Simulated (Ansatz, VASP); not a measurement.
**Al in VASP and in Ansatz**

File INCAR:

```
SYSTEM = Al
ALGO = Normal
EDIFF = 1E-7
ENCUT = 520
GGA = PS
ISIF = 2
ISMEAR = 1
LASPH = .True.
LCHARG = .False.
LREAL = .False.
LWAVE = .False.
NBANDS = 8
NELM = 100
PREC = Accurate
SIGMA = 0.1
```

KPOINTS

```
k-points
0
Gamma
  12 12 12
  0 0 0
```

File POSCAR:

```
Al
1.0
    0.0000000000      2.0382146954      2.0382146954
    2.0382146954      0.0000000000      2.0382146954
    2.0382146954      2.0382146954      0.0000000000
Al
1
Direct
    0.0000000000      0.0000000000      0.0000000000
```

Input for Ansatz:

```yaml
crystal:
  lattice:
    - [0.0, 2.038214695430865, 2.038214695430865]
    - [2.038214695430865, 0.0, 2.038214695430865]
    - [2.038214695430865, 2.038214695430865, 0.0]
  atoms:
    - { symbol: Al, position: [0.0, 0.0, 0.0] }
basis:
  ecutwfc: 450.0
kpoints:
  mp_grid:
    grid: [12, 12, 12]
hamiltonian:
  xc: pbesol
  pseudopotentials:
    kind: paw
scf:
  max_iter: 65
  occupations:
    method: methfessel_paxton
    width: 0.1
output:
  stress: true
```

Alike in both runs: task single point; functional PBEsol; k mesh 12 × 12 × 12; occupations methfessel-paxton of order 1, width 0.1 eV; no spin polarisation.

```csv
,VASP,Ansatz
version,VASP 6.6.1,Ansatz 0.2.0
potentials or method,"VASP PAW PBE potentials, release 64 (Al)","plane waves, PAW"
plane-wave cutoff (eV),520,450
valence electrons in the cell,3,3
```

Ansatz gave:

* pressure (GPa): -3.3

Question: Estimate VASP's values.

Answer: Pressure (GPa): -3.2.

With one functional, cell and mesh, what is left measures potentials, basis and numerics.

Caveats: the PAW data sets were made with another functional, which shifts forces and pressure a little (VASP).
